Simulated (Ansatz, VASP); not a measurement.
## Cu in VASP and in Ansatz

Contents of INCAR:

```
ALGO     = Normal         # electronic algorithm
EDIFF    = 1E-6           # SCF threshold, eV
ENCUT    = 520            # plane-wave cutoff, eV
GGA      = PS             # functional
ISIF     = 2              # what is computed and relaxed
ISMEAR   = 0              # smearing method
LASPH    = T              # aspherical terms in the spheres
LCHARG   = F              # write CHGCAR
LREAL    = F              # projectors in reciprocal space
LWAVE    = F              # write WAVECAR
NBANDS   = 12             # bands
NELM     = 100            # most SCF steps
PREC     = Accurate       # precision mode
SIGMA    = 0.15           # smearing width, eV
```

Contents of KPOINTS:

```
k-points
0
Gamma
  24 24 24
```

File POSCAR:

```
Cu
1.0
   -1.3995095204      1.3995095204      1.3347990065
    1.3995095204     -1.3995095204      1.3347990065
    1.3995095204      1.3995095204     -1.3347990065
Cu
1
Direct
    0.0000000000      0.0000000000      0.0000000000
```

Input for Ansatz:

```yaml
crystal:
  lattice:
    - [-1.3995095204, 1.3995095204, 1.3347990065]
    - [1.3995095204, -1.3995095204, 1.3347990065]
    - [1.3995095204, 1.3995095204, -1.3347990065]
  atoms:
    - { symbol: Cu, position: [0.0, 0.0, 0.0] }
basis:
  ecutwfc: 420
kpoints:
  mp_grid: { grid: [24, 24, 24] }
hamiltonian:
  xc: pbesol
scf:
  occupations: { method: gaussian, width: 0.15 }
output:
  forces: true
  stress: true
  eigenvalues: true
  write_density: true
  write_potential: true
  elf: true
  volumetric_format: npy
```

Change from the starting cell: strain -0.030 along x and y, -0.030 along z, atoms carried along.

Alike in both runs: task single point; functional PBEsol; k mesh 24 × 24 × 24; occupations gaussian, width 0.15 eV; no spin polarisation.

```csv
,VASP,Ansatz
version,VASP 6.6.1,Ansatz 0.2.0
potentials or method,"VASP PAW PBE potentials, release 64 (Cu)","scalar-relativistic, plane waves, PAW"
plane-wave cutoff (eV),520,420
valence electrons in the cell,11,19
```

Ansatz gave:

```
gap on the k mesh at the Fermi level (eV)       : none
pressure (GPa)                                  : 16.8
largest component of the traceless stress (GPa) : 0.17
```

Question: What did VASP give for the same quantities?

Answer: gap on the k mesh at the Fermi level (eV): none; pressure (GPa): 17.6; largest component of the traceless stress (GPa): 0.19.

A gap of «none» marks a metal or a gap that the smearing closes. The two sets of potentials don't hold the same shells in valence.

Caveats: so large a pressure means that the cell lies far from this level's equilibrium, or that cutoff or potentials fall short (VASP); the potentials were made for another functional, which shifts forces and pressure (VASP).
